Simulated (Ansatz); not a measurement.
# interstitial Ge in Si: hop to the nearest equivalent void, part 1 of 2

Wanted: the energy profile along the hop to the nearest equivalent void, from relaxed end points and a band of images. The host cell (diamond) has 16 atoms; the extra atom is the last.

Method: DFT PBE, plane waves, PAW, scalar-relativistic, no spin polarisation, in Ansatz 0.2.0.

## 1. The starting structure

The cell holds 17 atoms (GeSi16): a = 7.679 Å, b = 7.679 Å, c = 7.679 Å, α = 60.00°, β = 60.00°, γ = 60.00°.

Structure file:

```
Si Ge
1.0
     0.00000    5.43000    5.43000
     5.43000    0.00000    5.43000
     5.43000    5.43000    0.00000
Si Ge
16 1
Direct
  0.00000 0.00000 0.00000
  0.12500 0.12500 0.12500
  0.00000 0.00000 0.50000
  0.12500 0.12500 0.62500
  0.00000 0.50000 0.00000
  0.12500 0.62500 0.12500
  0.00000 0.50000 0.50000
  0.12500 0.62500 0.62500
  0.50000 0.00000 0.00000
  0.62500 0.12500 0.12500
  0.50000 0.00000 0.50000
  0.62500 0.12500 0.62500
  0.50000 0.50000 0.00000
  0.62500 0.62500 0.12500
  0.50000 0.50000 0.50000
  0.62500 0.62500 0.62500
  0.87758 0.37493 0.86992
```

## 2. End point A

input.yaml reads:

```yaml
crystal:
  lattice:
    - [0.0, 5.43, 5.43]
    - [5.43, 0.0, 5.43]
    - [5.43, 5.43, 0.0]
  atoms:
    - { symbol: Si, position: [0.0, 0.0, 0.0] }
    - { symbol: Si, position: [0.125, 0.125, 0.125] }
    - { symbol: Si, position: [0.0, 0.0, 0.5] }
    - { symbol: Si, position: [0.125, 0.125, 0.625] }
    - { symbol: Si, position: [0.0, 0.5, 0.0] }
    - { symbol: Si, position: [0.125, 0.625, 0.125] }
    - { symbol: Si, position: [0.0, 0.5, 0.5] }
    - { symbol: Si, position: [0.125, 0.625, 0.625] }
    - { symbol: Si, position: [0.5, 0.0, 0.0] }
    - { symbol: Si, position: [0.625, 0.125, 0.125] }
    - { symbol: Si, position: [0.5, 0.0, 0.5] }
    - { symbol: Si, position: [0.625, 0.125, 0.625] }
    - { symbol: Si, position: [0.5, 0.5, 0.0] }
    - { symbol: Si, position: [0.625, 0.625, 0.125] }
    - { symbol: Si, position: [0.5, 0.5, 0.5] }
    - { symbol: Si, position: [0.625, 0.625, 0.625] }
    - { symbol: Ge, position: [0.8775822, 0.3749283, 0.8699186] }
basis:
  ecutwfc: 420.0
kpoints:
  mp_grid: { grid: [2, 2, 2] }
hamiltonian:
  xc: pbe
  pseudopotentials: { kind: paw, azcp: { folder: soft_1 } }
scf:
  occupations: { method: gaussian, width: 0.02 }
  lower_state_search: "off"
relax:
  f_tol: 0.03
  max_steps: 60
  adjacent_minimum: "off"
```

Command:

```
$ ansatz run input.yaml --threads 1 --pin off --max-ram 3072MiB --backend cpu --events-out ev --progress --plain --runs-dir out
```

What it wrote (excerpt; [...] marks lines left out):

```text
Warning: the atoms were moved onto the symmetric positions of the space group found under crystal.symmetry.tolerance 1.0e-5 (fractional; no operation is sought that the atoms, as they stand in a round, miss by more than twice it, and no atom is moved by as much as it), and the run uses [...]
Warning: RAYON_NUM_THREADS=1 ignored (pool sized by the plan → 1); use --threads N
[...]
Pseudopotentials: kind: paw
Pseudopotential: Si, paw, valence charge 4, recommended cutoff 420 eV (normal), <dir>
Pseudopotential: Ge, paw, valence charge 14, recommended cutoff 420 eV (normal), <dir>
Functional definition: PBE
[...]
Crystal: 17 atoms, lattice volume = 320.206 Å³
Basis set: ecut = 420 eV, 6231 PW (Γ), exchange–correlation on 108×108×108 points (8 copies of the dense FFT grid, shifted against one another)
Bands: 56, of which v1, the nominal top of the filled ones, is band 39 counted from 1 (38 counted from 0)
Symmetry: 2 space group operations
Space group: Cm (ITA 8), of the structure as read, at distance tolerance 6.8e-5 Å
k-points: 6 of 8
[...]
SCF iter   1: F=—  HF=-14464.621157 eV  |F-HF|=—  |Δ(HF+E_count)|=         —  Δρ=4.57e-2  dr2=6.30e0  ethr=3.10e-3  ⟨swp⟩=9.0  Hψ=1841  notcnv=0  defer=11
[...]
relax step   1: F+E_penalty+E_count = -14463.00820543 eV  Δ(F+E_penalty+E_count) = +0.000e0 eV  max|allowed force component| = 1.044e0 eV/Å  Δτ_max = 0.0000 Å  (7 SCF iters, dr2 threshold 2.25e-5 eV, accepted)
[...]
relax step   3: F+E_penalty+E_count = -14463.34284058 eV  Δ(F+E_penalty+E_count) = -3.404e-2 eV  max|allowed force component| = 4.486e-2 eV/Å  Δτ_max = 0.0270 Å  (6 SCF iters, dr2 threshold 7.15e-6 eV, accepted)
[...]
relax step   4: F+E_penalty+E_count = -14463.34297757 eV  Δ(F+E_penalty+E_count) = -1.370e-4 eV  max|allowed force component| = 5.066e-2 eV/Å  Δτ_max = 0.0173 Å  (6 SCF iters, accepted)
[...]
SCF iter   5: F=-14463.344110 eV  HF=-14463.344110 eV  |F-HF|=1.49e-9  |Δ(HF+E_count)|=   7.51e-9  Δρ=1.48e-6  dr2=1.14e-8  ethr=1.28e-10  ⟨swp⟩=4.7  Hψ=1038  notcnv=0
[...]
```

## 3. The log goes on: end point A relaxed

Output, continued:

```text
relax step   5: F+E_penalty+E_count = -14463.34411001 eV  Δ(F+E_penalty+E_count) = -1.132e-3 eV  max|allowed force component| = 5.352e-3 eV/Å  Δτ_max = 0.0072 Å  (5 SCF iters, accepted)
SCF iter   1: F=—  HF=-14463.344175 eV  |F-HF|=—  |Δ(HF+E_count)|=         —  Δρ=4.03e-5  dr2=1.48e-5  ethr=2.95e-8  ⟨swp⟩=2.8  Hψ=662  notcnv=0  defer=57
preconditioner: auto → Kerker (q_TF=auto, 2.156 Å⁻¹)  [metal: Δε(μ)=0.004 eV  Ē_g=8.027 eV  σ=0.020 eV  W_gap=0.11  n_scr=58 (ndim 8)  ℏωp=17.1 eV  f_vac=0.000  D(μ)=14.29/eV (n_scr^D=136)]
SCF iter   2: F=—  HF=-14463.344123 eV  |F-HF|=—  |Δ(HF+E_count)|=   5.20e-5  Δρ=2.12e-5  dr2=4.15e-6  ethr=1.90e-8  ⟨swp⟩=1.0  Hψ=390  notcnv=0  defer=57
SCF iter   3: F=-14463.344122 eV  HF=-14463.344122 eV  |F-HF|=2.01e-8  |Δ(HF+E_count)|=   5.70e-7  Δρ=3.82e-6  dr2=7.56e-8  ethr=1.28e-10  ⟨swp⟩=4.0  Hψ=1306  notcnv=0
SCF 6 converged in 3 iterations: F = -14463.344122 eV  dr2 = 7.56e-8
relax step   6: F+E_penalty+E_count = -14463.34412239 eV  Δ(F+E_penalty+E_count) = -1.238e-5 eV  max|allowed force component| = 3.815e-3 eV/Å  Δτ_max = 0.0005 Å  (3 SCF iters, accepted)
SCF iter   1: F=—  HF=-14463.344239 eV  |F-HF|=—  |Δ(HF+E_count)|=         —  Δρ=9.01e-5  dr2=7.98e-5  ethr=6.05e-7  ⟨swp⟩=2.5  Hψ=614  notcnv=0  defer=57
preconditioner: auto → Kerker (q_TF=auto, 2.156 Å⁻¹)  [metal: Δε(μ)=0.007 eV  Ē_g=8.027 eV  σ=0.020 eV  W_gap=0.20  n_scr=58 (ndim 8)  ℏωp=17.1 eV  f_vac=0.000  D(μ)=13.95/eV (n_scr^D=112)]
SCF iter   2: F=—  HF=-14463.344142 eV  |F-HF|=—  |Δ(HF+E_count)|=   9.74e-5  Δρ=4.77e-5  dr2=2.31e-5  ethr=1.02e-7  ⟨swp⟩=1.0  Hψ=390  notcnv=0  defer=57
SCF iter   3: F=—  HF=-14463.344139 eV  |F-HF|=—  |Δ(HF+E_count)|=   2.57e-6  Δρ=1.00e-5  dr2=5.57e-7  ethr=2.97e-8  ⟨swp⟩=2.0  Hψ=422  notcnv=0  defer=57
SCF iter   4: F=—  HF=-14463.344140 eV  |F-HF|=—  |Δ(HF+E_count)|=   3.39e-7  Δρ=3.78e-6  dr2=1.24e-7  ethr=1.28e-10  ⟨swp⟩=5.0  Hψ=1100  notcnv=0
SCF iter   5: F=-14463.344140 eV  HF=-14463.344140 eV  |F-HF|=2.29e-8  |Δ(HF+E_count)|=   1.75e-8  Δρ=1.87e-6  dr2=1.90e-8  ethr=1.28e-10  ⟨swp⟩=4.0  Hψ=1036  notcnv=0
SCF 7 converged in 5 iterations: F = -14463.344140 eV  dr2 = 1.90e-8
relax step   7: F+E_penalty+E_count = -14463.34413955 eV  Δ(F+E_penalty+E_count) = -1.716e-5 eV  max|allowed force component| = 8.533e-3 eV/Å  Δτ_max = 0.0009 Å  (5 SCF iters, accepted)
SCF iter   1: F=—  HF=-14463.344277 eV  |F-HF|=—  |Δ(HF+E_count)|=         —  Δρ=1.10e-4  dr2=1.23e-4  ethr=1.36e-6  ⟨swp⟩=2.0  Hψ=520  notcnv=0  defer=57
preconditioner: auto → Kerker (q_TF=auto, 2.156 Å⁻¹)  [metal: Δε(μ)=0.011 eV  Ē_g=8.027 eV  σ=0.020 eV  W_gap=0.30  n_scr=58 (ndim 8)  ℏωp=17.1 eV  f_vac=0.000  D(μ)=13.40/eV (n_scr^D=112)]
SCF iter   2: F=—  HF=-14463.344263 eV  |F-HF|=—  |Δ(HF+E_count)|=   1.43e-5  Δρ=5.76e-5  dr2=3.58e-5  ethr=1.57e-7  ⟨swp⟩=1.0  Hψ=390  notcnv=0  defer=57
SCF iter   3: F=—  HF=-14463.344176 eV  |F-HF|=—  |Δ(HF+E_count)|=   8.68e-5  Δρ=1.20e-5  dr2=7.10e-7  ethr=4.59e-8  ⟨swp⟩=2.0  Hψ=422  notcnv=0  defer=57
SCF iter   4: F=—  HF=-14463.344176 eV  |F-HF|=—  |Δ(HF+E_count)|=   5.04e-7  Δρ=5.37e-6  dr2=2.49e-7  ethr=1.28e-10  ⟨swp⟩=5.0  Hψ=1135  notcnv=0
SCF iter   5: F=-14463.344176 eV  HF=-14463.344176 eV  |F-HF|=1.97e-8  |Δ(HF+E_count)|=  8.37e-11  Δρ=2.44e-6  dr2=4.29e-8  ethr=1.28e-10  ⟨swp⟩=4.7  Hψ=1071  notcnv=0
SCF 8 converged in 5 iterations: F = -14463.344176 eV  dr2 = 4.29e-8
relax step   8: F+E_penalty+E_count = -14463.34417634 eV  Δ(F+E_penalty+E_count) = -3.679e-5 eV  max|allowed force component| = 1.316e-2 eV/Å  Δτ_max = 0.0012 Å  (5 SCF iters, accepted)
SCF iter   1: F=—  HF=-14463.344816 eV  |F-HF|=—  |Δ(HF+E_count)|=         —  Δρ=3.74e-4  dr2=1.55e-3  ethr=1.71e-5  ⟨swp⟩=2.8  Hψ=530  notcnv=0  defer=57
preconditioner: auto → Resta (q_TF=auto, 2.156 Å⁻¹)  ε∞=5.5  [insulator: Δε(μ)=0.031 eV  Ē_g=8.027 eV  σ=0.020 eV  W_gap=0.73  n_scr=58 (ndim 8)  ℏωp=17.1 eV  f_vac=0.000  D(μ)=8.02/eV (n_scr^D=58)  ε∞_Penn≈5.5]
SCF iter   2: F=—  HF=-14463.344588 eV  |F-HF|=—  |Δ(HF+E_count)|=   2.28e-4  Δρ=1.62e-4  dr2=2.55e-4  ethr=1.99e-6  ⟨swp⟩=1.0  Hψ=390  notcnv=0  defer=57
SCF iter   3: F=—  HF=-14463.344561 eV  |F-HF|=—  |Δ(HF+E_count)|=   2.70e-5  Δρ=4.52e-5  dr2=8.07e-6  ethr=3.27e-7  ⟨swp⟩=2.5  Hψ=453  notcnv=0  defer=57
SCF iter   4: F=—  HF=-14463.344480 eV  |F-HF|=—  |Δ(HF+E_count)|=   8.13e-5  Δρ=1.96e-5  dr2=4.79e-6  ethr=1.03e-8  ⟨swp⟩=2.2  Hψ=480  notcnv=0  defer=57
SCF iter   5: F=-14463.344479 eV  HF=-14463.344479 eV  |F-HF|=5.85e-9  |Δ(HF+E_count)|=   8.09e-7  Δρ=3.99e-6  dr2=5.70e-8  ethr=1.28e-10  ⟨swp⟩=3.3  Hψ=1305  notcnv=0
SCF 9 converged in 5 iterations: F = -14463.344479 eV  dr2 = 5.70e-8
relax step   9: F+E_penalty+E_count = -14463.34447911 eV  Δ(F+E_penalty+E_count) = -3.028e-4 eV  max|allowed force component| = 2.377e-2 eV/Å  Δτ_max = 0.0042 Å  (5 SCF iters, accepted)
SCF iter   1: F=—  HF=-14463.345263 eV  |F-HF|=—  |Δ(HF+E_count)|=         —  Δρ=4.21e-4  dr2=1.67e-3  ethr=9.24e-5  ⟨swp⟩=3.0  Hψ=545  notcnv=0  defer=57
preconditioner: auto → Resta (q_TF=auto, 2.156 Å⁻¹)  ε∞=5.5  [insulator: Δε(μ)=0.072 eV  Ē_g=8.028 eV  σ=0.020 eV  W_gap=0.99  n_scr=58 (ndim 8)  ℏωp=17.1 eV  f_vac=0.000  D(μ)=0.92/eV (n_scr^D=0)  ε∞_Penn≈5.5]
SCF iter   2: F=—  HF=-14463.345061 eV  |F-HF|=—  |Δ(HF+E_count)|=   2.03e-4  Δρ=2.32e-4  dr2=4.40e-4  ethr=2.13e-6  ⟨swp⟩=2.5  Hψ=522  notcnv=0  defer=57
SCF iter   3: F=—  HF=-14463.344983 eV  |F-HF|=—  |Δ(HF+E_count)|=   7.78e-5  Δρ=4.90e-5  dr2=1.22e-5  ethr=5.65e-7  ⟨swp⟩=2.0  Hψ=434  notcnv=0  defer=57
SCF iter   4: F=—  HF=-14463.344905 eV  |F-HF|=—  |Δ(HF+E_count)|=   7.77e-5  Δρ=1.34e-5  dr2=1.42e-6  ethr=1.56e-8  ⟨swp⟩=2.0  Hψ=477  notcnv=0  defer=57
SCF iter   5: F=-14463.344906 eV  HF=-14463.344906 eV  |F-HF|=2.58e-8  |Δ(HF+E_count)|=   7.59e-7  Δρ=3.15e-6  dr2=3.27e-8  ethr=1.28e-10  ⟨swp⟩=3.2  Hψ=1278  notcnv=0
SCF 10 converged in 5 iterations: F = -14463.344906 eV  dr2 = 3.27e-8
relax step  10: F+E_penalty+E_count = -14463.34490592 eV  Δ(F+E_penalty+E_count) = -4.268e-4 eV  max|allowed force component| = 2.220e-2 eV/Å  Δτ_max = 0.0087 Å  (5 SCF iters, accepted)
SCF converged after 5 iterations
Free energy (F): -14463.344906 eV
Harris-Foulkes:  -14463.344906 eV  (|F-HF|=2.58e-8)
Internal energy: -14463.344583 eV  (E = F + TS)
E sigma→0 (E₀):  -14463.344744 eV
Entropy (-TS):   -0.000323 eV (-0.019 meV/atom)
Fermi energy:    7.591458 eV
--- Per-component energies (eV) ---
  E_band       = -49.214813
  E_kinetic    = 759.290477
  E_local      = -3490.564402  (includes V_loc(G=0)·N_el)
  E_nonlocal   = 580.479279
  E_hartree    = 1624.438077
  E_xc         = -981.819656
  E_vxc        = -838.010084  (∫ρ·V_xc dr)
  E_paw        = -10194.382661  (= ΣΔE_a)
  E_vpaw       = -309.286731  (= ΣTr[D̂ρ^β])
  E_aug_tail   = 0.000619  (compensation charges beyond the density's cutoff)
  E_ewald      = -2760.786316
  E_smearing   = -0.000323  (= −TS)
  E_closure    = -0.000000  (closes the sum)
  Σ components = -14463.344906   (vs F -14463.344906, Δ=0.00e0)
--- Forces (eV/Å), atoms counted from 1 ---
  atom   1  Si    -0.00672631    -0.00567774     0.00567774
  atom   2  Si     0.00054086     0.00673505     0.00027679
  atom   3  Si     0.02219792     0.01274056     0.01258000
  atom   4  Si     0.01487798     0.00067890    -0.00067890
  atom   5  Si     0.00318814    -0.00648319    -0.00490827
  atom   6  Si     0.00043490     0.00016547    -0.00016547
  atom   7  Si    -0.00707413     0.00375329    -0.00375329
  atom   8  Si     0.00113632     0.00105686     0.00591404
  atom   9  Si    -0.02215610     0.01234740    -0.01234740
  atom  10  Si     0.00054086    -0.00027679    -0.00673505
  atom  11  Si     0.02219792    -0.01258000    -0.01274056
  atom  12  Si     0.00004050     0.00003221    -0.00003221
  atom  13  Si     0.00318814     0.00490827     0.00648319
  atom  14  Si    -0.01380927     0.00015696    -0.00015696
  atom  15  Si    -0.02194234    -0.01249477     0.01249477
  atom  16  Si     0.00113632    -0.00591404    -0.00105686
  atom  17  Ge     0.00222810     0.00085210    -0.00085210
  max |Σ_I F_I| component: 5.45e-7 eV/Å
--- Relaxed structure (10 steps of the walk, 10 accepted, 0 SCFs on fresh bases) ---
  F+E_penalty+E_count = -14463.34490592 eV   max|allowed force component| = 2.220e-2 eV/Å
  atoms:
    - { symbol: Si, position: [0.0028916748049272285, -0.011806879358171648, 0.006023529748317194] }
    - { symbol: Si, position: [0.12984480729513959, 0.12029986798122035, 0.12939648479530727] }
    - { symbol: Si, position: [-0.0022162861262930685, 0.00043243972634135757, 0.5001285978698969] }
    - { symbol: Si, position: [0.12923741086384868, 0.12091437589200751, 0.6206108023802954] }
    - { symbol: Si, position: [0.006434215243694447, 0.5027472579799626, 0.0024769531949986323] }
    - { symbol: Si, position: [0.12514949000177436, 0.6249959690375705, 0.12470505095888074] }
    - { symbol: Si, position: [0.0028957297380601266, 0.506299516592587, 0.4879090239312929] }
    - { symbol: Si, position: [0.12985372856264799, 0.6296990397021197, 0.6199944092422258] }
    - { symbol: Si, position: [0.5005823306490662, 0.001483061687647086, -0.002647722985779505] }
    - { symbol: Si, position: [0.620458839928333, 0.12029986798122039, 0.1293964847953072] }
    - { symbol: Si, position: [0.5016552485300549, 0.0004324397263412716, 0.500128597869897] }
    - { symbol: Si, position: [0.6251476628159568, 0.12499496184177161, 0.624709712526315] }
    - { symbol: Si, position: [0.4883415735813444, 0.5027472579799626, 0.002476953194998688] }
    - { symbol: Si, position: [0.621080413386214, 0.6290673444507733, 0.12877182877679905] }
    - { symbol: Si, position: [0.500589989194465, 0.49763322145146544, 0.5011868001596047] }
    - { symbol: Si, position: [0.6204528224930068, 0.6296990397021196, 0.6199944092422257] }
    - { symbol: Ge, position: [0.8751768990377605, 0.37498951762506183, 0.8746566842994178] }
```

It took 44 s on 1 thread of Arm Neoverse V1, shared host; peak memory 0.53 GiB.

Relaxation path:

```csv
step,energy from step 1 (eV/cell),largest force component (eV/Å)
1,0.0000,1.0443
2,-0.3006,0.3383
3,-0.3346,0.0449
4,-0.3348,0.0507
5,-0.3359,0.0054
6,-0.3359,0.0038
7,-0.3359,0.0085
8,-0.3360,0.0132
9,-0.3363,0.0238
10,-0.3367,0.0222
```

Step 1 is the start.

The largest move, 0.08 Å, is shared by several atoms, Si7 among them.

## 4. Relaxing end B

The second end starts from a geometry with the move made by hand.

input.yaml, as its differences from that of step 2:

```diff
@@ -22,3 +22,3 @@
     - { symbol: Si, position: [0.625, 0.625, 0.625] }
-    - { symbol: Ge, position: [0.8775822, 0.3749283, 0.8699186] }
+    - { symbol: Ge, position: [0.74550772, 0.75798579, 0.74232505] }
 basis:
```

Command:

```
$ ansatz run input.yaml --threads 1 --pin off --max-ram 3072MiB --backend cpu --events-out ev --progress --plain --runs-dir out
```

What it wrote (excerpt; [...] marks lines left out):

```text
Warning: RAYON_NUM_THREADS=1 ignored (pool sized by the plan → 1); use --threads N
[...]
Pseudopotentials: kind: paw
Pseudopotential: Si, paw, valence charge 4, recommended cutoff 420 eV (normal), <dir>
Pseudopotential: Ge, paw, valence charge 14, recommended cutoff 420 eV (normal), <dir>
Functional definition: PBE
[...]
Crystal: 17 atoms, lattice volume = 320.206 Å³
Basis set: ecut = 420 eV, 6231 PW (Γ), exchange–correlation on 108×108×108 points (8 copies of the dense FFT grid, shifted against one another)
Bands: 56, of which v1, the nominal top of the filled ones, is band 39 counted from 1 (38 counted from 0)
Symmetry: 1 space group operations
Space group: P1 (ITA 1), of the structure as read, at distance tolerance 6.8e-5 Å
k-points: 8
[...]
SCF iter   1: F=—  HF=-14464.600727 eV  |F-HF|=—  |Δ(HF+E_count)|=         —  Δρ=4.57e-2  dr2=6.31e0  ethr=3.10e-3  ⟨swp⟩=9.0  Hψ=2469  notcnv=0  defer=16
[...]
relax step   1: F+E_penalty+E_count = -14462.98661806 eV  Δ(F+E_penalty+E_count) = +0.000e0 eV  max|allowed force component| = 1.177e0 eV/Å  Δτ_max = 0.0000 Å  (7 SCF iters, dr2 threshold 2.25e-5 eV, accepted)
[...]
relax step   5: F+E_penalty+E_count = -14463.34424245 eV  Δ(F+E_penalty+E_count) = -1.016e-3 eV  max|allowed force component| = 1.749e-2 eV/Å  Δτ_max = 0.0078 Å  (6 SCF iters, accepted)
[...]
relax step   6: F+E_penalty+E_count = -14463.34443510 eV  Δ(F+E_penalty+E_count) = -1.927e-4 eV  max|allowed force component| = 1.899e-2 eV/Å  Δτ_max = 0.0029 Å  (5 SCF iters, accepted)
[...]
SCF iter   5: F=-14463.344715 eV  HF=-14463.344715 eV  |F-HF|=2.08e-9  |Δ(HF+E_count)|=   3.32e-8  Δρ=2.42e-6  dr2=1.95e-8  ethr=1.28e-10  ⟨swp⟩=3.5  Hψ=1603  notcnv=0
[...]
```

## 5. The log goes on: end point B relaxed

The log, continued (excerpt; [...] marks lines left out):

```text
relax step   7: F+E_penalty+E_count = -14463.34471549 eV  Δ(F+E_penalty+E_count) = -2.804e-4 eV  max|allowed force component| = 2.260e-2 eV/Å  Δτ_max = 0.0033 Å  (5 SCF iters, accepted)
[...]
relax step  11: F+E_penalty+E_count = -14463.34544789 eV  Δ(F+E_penalty+E_count) = -1.989e-4 eV  max|allowed force component| = 5.536e-3 eV/Å  Δτ_max = 0.0043 Å  (5 SCF iters, accepted)
[...]
relax step  12: F+E_penalty+E_count = -14463.34546200 eV  Δ(F+E_penalty+E_count) = -1.411e-5 eV  max|allowed force component| = 1.863e-3 eV/Å  Δτ_max = 0.0018 Å  (3 SCF iters, accepted)
SCF converged after 3 iterations
Free energy (F): -14463.345462 eV
[...]
E sigma→0 (E₀):  -14463.345330 eV
Entropy (-TS):   -0.000263 eV (-0.015 meV/atom)
Fermi energy:    7.590878 eV
[...]
--- Forces (eV/Å), atoms counted from 1 ---
  atom   1  Si    -0.00012217    -0.00013553    -0.00001268
[...]
    - { symbol: Si, position: [0.004990438293717564, 0.4952207415157275, 0.49429065895939406] }
    - { symbol: Si, position: [0.13653860732699474, 0.6231136070051357, 0.617200363525501] }
    - { symbol: Si, position: [0.4944810477909518, 0.00571808990000533, 0.004801021355599622] }
    - { symbol: Si, position: [0.6270596907355254, 0.12447420227341321, 0.1242439891931909] }
    - { symbol: Si, position: [0.4966704401533465, 0.003538716948038201, 0.4964784292110045] }
    - { symbol: Si, position: [0.622382356708552, 0.13725352748081304, 0.6224558439563663] }
    - { symbol: Si, position: [0.4945878087040654, 0.4953291098490584, 0.004696688315406927] }
    - { symbol: Si, position: [0.6173842941377075, 0.6233720057404308, 0.13635330634512732] }
    - { symbol: Si, position: [0.4997451961631761, 0.5004595609512612, 0.4995586431565463] }
    - { symbol: Si, position: [0.6226400802693761, 0.6181319141760429, 0.6221991479651043] }
    - { symbol: Ge, position: [0.7497465060793634, 0.7504624418131182, 0.7495603155186861] }
```

It took 70 s on 1 thread of Arm Neoverse V1, shared host; peak memory 0.54 GiB.

Relaxation path:

```csv
step,energy from step 1 (eV/cell),largest force component (eV/Å)
1,0.0000,1.1769
2,-0.3170,0.3801
3,-0.3554,0.0786
4,-0.3566,0.0555
5,-0.3576,0.0175
6,-0.3578,0.0190
7,-0.3581,0.0226
8x,-0.3550,0.1084
9,-0.3586,0.0183
10x,-0.3563,0.0775
11,-0.3588,0.0055
12,-0.3588,0.0019
```

Step 1 is the start. 2 steps were tried and not accepted (marked x).

The largest move, 0.08 Å, is shared by several atoms, Si12 among them.

(Continued in part 2 of 2.)
